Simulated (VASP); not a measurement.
**SrO: single point with PBE**

Crystal: SrO.

```xyz
4
Lattice="4.3960 0.0000 0.0000 -2.1980 3.8070 0.0000 0.0000 0.0000 4.8768" Properties=species:S:1:pos:R:3 pbc="T T T"
Sr    0.0000    2.5380    4.5751
Sr    2.1980    1.2690    2.1367
O     0.0000    2.5380    2.1306
O     2.1980    1.2690    4.5690
```

Measurements of this composition are mostly on another form, of space group No. 225.

* Program: VASP 6.6.1
* Task: single point
* Functional: PBE
* Potentials or basis: VASP PAW PBE potentials, release 64 (Sr_sv, O)
* Cutoff: 520 eV
* k mesh: 9 × 9 × 6
* Occupations: gaussian, width 0.05 eV
* Spin: no spin polarisation

```yaml
Pressure: 3.0 GPa
Largest_force: 0.036 eV/Å
Band_gap_on_the_k_mesh: 2.27 eV, direct
```

Forces on the atoms (eV/Å):
```
Sr   0.000  0.000 -0.036
Sr   0.000  0.000 -0.036
O    0.000  0.000  0.036
O    0.000  0.000  0.036
```

Stress tensor (GPa, compression positive):
```
-0.72  0.00  0.00
 0.00 -0.72  0.00
 0.00  0.00 10.57
```

Levels at points of the mesh, in eV from the valence-band top:
```csv
k point,band 12,band 13,band 14,band 15,band 16,band 17,band 18,band 19,band 20,band 21
"(0.00, 0.00, 0.00)",-1.25,-1.09,-1.09,-0.20,0.00,2.27,5.74,5.74,7.19,7.79
"(0.00, 0.00, 0.50)",-1.59,-1.37,-1.37,-1.37,-1.37,3.95,3.95,7.62,7.62,7.62
```

Wall time 92 s on 1 thread of AMD EPYC 9R45 (Zen 5), on a shared host, peak memory 0.22 GiB.

Caveat: an odd mesh through Γ misses points on the zone boundary, where band edges often lie.
